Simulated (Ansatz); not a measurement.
A run of Ansatz 0.2.0:

input.yaml

```yaml
crystal:
  lattice:
    - [3.085, 0.0, 0.0]
    - [-1.5425, 2.6716883707, 0.0]
    - [0.0, 0.0, 3.523]
  atoms:
    - { symbol: Mg, position: [0.0, 0.0, 0.0] }
    - { symbol: B, position: [0.6666666667, 0.3333333333, 0.5] }
    - { symbol: B, position: [0.3333333333, 0.6666666667, 0.5] }
hamiltonian:
  xc: pbe
  pseudopotentials: { kind: paw }
  dispersion: d4
kpoints:
  mp_grid: { grid: [10, 10, 8] }
scf:
  occupations: { method: fermi_dirac, width: 0.05 }
output:
  forces: true
  stress: true
  write_density: true
  write_potential: true
  elf: true
  volumetric_format: npy
relax:
  f_tol: 0.01
  max_steps: 40
  cell: { stress_tol: 0.05 }
```

Potentials or basis: Ansatz PAW.

The run is started by

```console
$ ansatz run input.yaml --threads 2 --pin off --max-ram 5632MiB --backend cpu --events-out ev --progress --plain --runs-dir out
```

Hardware: 2 threads of Arm Neoverse V2, with other jobs on the host.

Task: Estimate the wall time of this run.

Result: Run time: 4.7 s on 2 threads of Arm Neoverse V2 (shared host), peak memory 0.31 GiB. Counts: scf iterations 21, plane waves 563, k points 70, bands 12, ion steps 5.
